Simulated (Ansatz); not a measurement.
**MnSb (P6_3/mmc): equation of state**

An exercise on one series of results from a longer session: the logs are not shown, and one member is left open.

Computed with Ansatz 0.2.0 (DFT PBE, scalar-relativistic, plane waves, PAW, unless a step's input says otherwise).

1 further run of the same task is left out (set aside as unsound or not needed). Runs told in other sessions of the task aren't counted.

## The structure to begin with

Symmetry: P6_3/mmc, No. 194, hexagonal system. The conventional cell has a = 4.099 Å, b = 4.099 Å, c = 5.594 Å, α = 90.00°, β = 90.00°, γ = 120.00°. Around Mn (site symmetry -3m) lie 6 Sb at 2.75 Å and 2 Mn at 2.80 Å. Sb (site symmetry -6m2) has 6 Mn at 2.75 Å in its first shell of neighbours.

As a file:

```cif
data_structure
_symmetry_space_group_name_H-M 'P6_3/mmc'
_symmetry_Int_Tables_number 194
_cell_length_a 4.0985
_cell_length_b 4.0985
_cell_length_c 5.5935
_cell_angle_alpha 90.000
_cell_angle_beta 90.000
_cell_angle_gamma 120.000
_cell_volume 81.37
loop_
_atom_site_label
_atom_site_type_symbol
_atom_site_symmetry_multiplicity
_atom_site_Wyckoff_symbol
_atom_site_fract_x
_atom_site_fract_y
_atom_site_fract_z
_atom_site_occupancy
Mn1 Mn 2 a 0.00000 0.00000 0.00000 1
Sb1 Sb 2 c 0.33333 0.66667 0.25000 1
```

An earlier run at PBE left this cell at 20.343 Å³/atom and 0.01 GPa (10×10×6 mesh).

Volume factors to run: 0.980, 1.020, 0.960, 1.040, 1.070, 1.100, 0.945.

Set-up of the first run:

input.yaml

```yaml
crystal:
  lattice:
    - [4.071000138, 0.0, 0.0]
    - [-2.035500069, 3.5255895383, 0.0]
    - [0.0, 0.0, 5.5559950509]
  atoms:
    - { symbol: Mn, position: [0.0, 0.0, 0.0], spin: 3.58 }
    - { symbol: Mn, position: [0.0, 0.0, 0.5], spin: 3.58 }
    - { symbol: Sb, position: [0.3333333333, 0.6666666667, 0.25] }
    - { symbol: Sb, position: [0.6666666667, 0.3333333333, 0.75] }
basis:
  ecutwfc: 420
  ecutrho_ratio: 4
kpoints:
  mp_grid: { grid: [10, 10, 6] }
hamiltonian:
  xc: pbe
scf:
  occupations: { method: gaussian, width: 0.05 }
output:
  forces: true
  stress: true
  eigenvalues: true
  populations: true
magnetization:
  spin_polarized: true
relax:
  f_tol: 0.01
  max_steps: 40
  cell: { stress_tol: 0.1, fix: [volume] }
```

The run is started by

```sh
> ansatz run input.yaml --threads 4 --pin off --max-ram 7168MiB --backend cpu --events-out ev --progress --plain --runs-dir out
```

Steps of the session up to this table: Scaling the volume by 0.980; At 1.020 of the relaxed volume; Volume × 0.960; At 1.040 of the relaxed volume; At 1.070 of the relaxed volume; Scaling the volume by 1.100; At 0.945 of the relaxed volume.

One of the session's tables, all rows but one given; the rest of the session is left out.

It belongs to the step «The fit». 

| volume (Å³/atom) | energy (meV/atom) | pressure (GPa) | moment of atom 1 (μB) |
| --- | --- | --- | --- |
| 19.224 | 13.61 | 4.09 | 3.06 |
| 19.529 | 6.96 | 2.80 | 3.12 |
| 19.936 | 1.82 | 1.34 | 3.19 |
| 20.343 | 0.00 | 0.01 | 3.26 |
| 20.750 | ? | ? | ? |
| 21.156 | 5.78 | -2.19 | 3.39 |
| 21.767 | 17.06 | -3.75 | 3.46 |
| 22.377 | 33.84 | -5.07 | 3.53 |

Q: Estimate the row for volume (Å³/atom) = 20.750 from the others.

Worked estimate for «energy (meV/atom)». A straight line through the neighbours (20.343, 0.00) and (21.156, 5.78) gives 0.00 + (5.78 − 0.00) × (20.750 − 20.343) / (21.156 − 20.343) = 2.89; a parabola fitted to 4 rows on both sides gives 1.51.

The run gave: energy (meV/atom): 1.72; pressure (GPa): -1.17; moment of atom 1 (μB): 3.32. In «energy (meV/atom)» the line misses by +1.17 and the parabola by -0.21.

To keep in mind: Warnings in the runs' records: stability check not made.
